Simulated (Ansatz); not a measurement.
Write the native input for Ansatz 0.2.0 that does the following.

```yaml
Task: single point
Functional: PBE
Potentials_or_basis: all-electron LAPW, scalar-relativistic
Cutoff: 378 eV (chosen from the basis error)
Basis_error_allowed: 0.001 eV/atom
k_mesh: 11 × 11 × 11
Occupations: gaussian, width 0.029 eV
Spin: collinear spin, ferromagnetic start
Starting_moments: "[1.0, 0.0] μB"
```

NiO:

```xyz
2
Lattice="0.0000 2.0859 2.0859 2.0859 0.0000 2.0859 2.0859 2.0859 0.0000" Properties=species:S:1:pos:R:3 pbc="T T T"
Ni    0.0000    0.0000    0.0000
O     2.0859    2.0859    2.0859
```

One way to write it, as run:

input.yaml

```yaml
crystal:
  lattice:
    - [0.0, 2.0859016414, 2.0859016414]
    - [2.0859016414, 0.0, 2.0859016414]
    - [2.0859016414, 2.0859016414, 0.0]
  atoms:
    - { symbol: Ni, position: [0.0, 0.0, 0.0], spin: 1.0 }
    - { symbol: O, position: [0.5, 0.5, 0.5] }
kpoints:
  mp_grid: { grid: [11, 11, 11] }
scf:
  occupations: { method: gaussian, width: 0.029 }
hamiltonian:
  xc: pbe
  pseudopotentials: { kind: all_electron, lapw: { basis_error: 0.001 } }
magnetization:
  spin_polarized: true
output:
  forces: true
  stress: true
  eigenvalues: true
```

Potentials or basis: all-electron LAPW, scalar-relativistic.

The run is started by

```bash
$ ansatz run input.yaml --threads 2 --pin off --max-ram 6144MiB --backend cpu --events-out ev --progress --plain --runs-dir out
```

Results of the run:

| Item | Value |
| --- | --- |
| Pressure | 6.6 GPa |
| Band gap on the k mesh | none (metal or under the smearing width) |
| Net moment | 1.82 μB per cell |
| Absolute moment | 1.82 μB per cell |
| Site moments | Ni +1.51; O +0.30 μB |

Caveat: a cell with one magnetic atom can't hold antiferromagnetic order, which such compounds often take; semilocal functionals often make such compounds metallic where correlation or magnetic order opens a gap, which also shifts bond lengths.

Run time: 18 s on 2 threads of Arm Neoverse V1, on a shared host, peak memory 0.43 GiB.
